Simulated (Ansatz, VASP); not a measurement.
One calculation of MgS, two programs

The input INCAR:

```
PREC = Accurate
ENCUT = 520
EDIFF = 1E-7
ISMEAR = -1
SIGMA = 0.05
LREAL = False
LASPH = True
NELM = 100
ALGO = Normal
ISIF = 2
LWAVE = False
LCHARG = False
GGA = PS
NBANDS = 16
```

Contents of KPOINTS:

```
regular mesh
0
Gamma
  8 8 4
```

POSCAR

```
MgS
1.0
    3.9522600636      0.0000000000      0.0000000000
   -1.9761300318      3.4227576175      0.0000000000
    0.0000000000      0.0000000000      6.3009860259
S Mg
2 2
Direct
    0.6666666667      0.3333333333      0.8792441500
    0.3333333333      0.6666666667      0.3792441500
    0.3333333333      0.6666666667      0.9957548500
    0.6666666667      0.3333333333      0.4957548500
```

The input input.yaml:

```yaml
crystal:
  lattice:
    - [3.9522600636, 0.0, 0.0]
    - [-1.9761300318, 3.4227576175, 0.0]
    - [0.0, 0.0, 6.3009860259]
  atoms:
    - { symbol: S, position: [0.6666666667, 0.3333333333, 0.87924415] }
    - { symbol: S, position: [0.3333333333, 0.6666666667, 0.37924415] }
    - { symbol: Mg, position: [0.3333333333, 0.6666666667, 0.99575485] }
    - { symbol: Mg, position: [0.6666666667, 0.3333333333, 0.49575485] }
hamiltonian:
  xc: pbesol
  pseudopotentials: { kind: paw }
kpoints:
  mp_grid: { grid: [8, 8, 4] }
scf:
  occupations: { method: fermi_dirac, width: 0.05 }
output:
  forces: true
  stress: true
  eigenvalues: true
```

Change from the starting cell: volume scaled by 0.94.

Alike in both runs: task single point; functional PBEsol; k mesh 8 × 8 × 4; occupations fermi-dirac, width 0.05 eV; no spin polarisation.

```csv
,VASP,Ansatz
version,VASP 6.6.1,Ansatz 0.2.0
potentials or method,"VASP PAW PBE potentials, release 64 (S, Mg)",Ansatz PAW
plane-wave cutoff (eV),520,420
valence electrons in the cell,16,32
```

```csv
,VASP,Ansatz,Ansatz less VASP
gap on the k mesh at the Fermi level (eV),3.58,3.57,-0.004
least direct gap on the mesh (eV),3.58,3.57,-0.004
pressure (GPa),3.6,3.7,+0.06
largest component of the traceless stress (GPa),0.42,0.43,+0.001
rms of the force components (eV/Å),0.022,0.021,-0.0002
```

Atom by atom the forces differ by 0.000 eV/Å (rms over components). With one functional, cell and mesh, what is left measures potentials, basis and numerics. The two sets of potentials don't hold the same shells in valence.

Caveats: the PAW data sets were made with another functional, which shifts forces and pressure a little (VASP); the PAW data sets come from PBE, with cores solved anew for the run's functional, which leaves a small shift of forces and pressure (Ansatz).
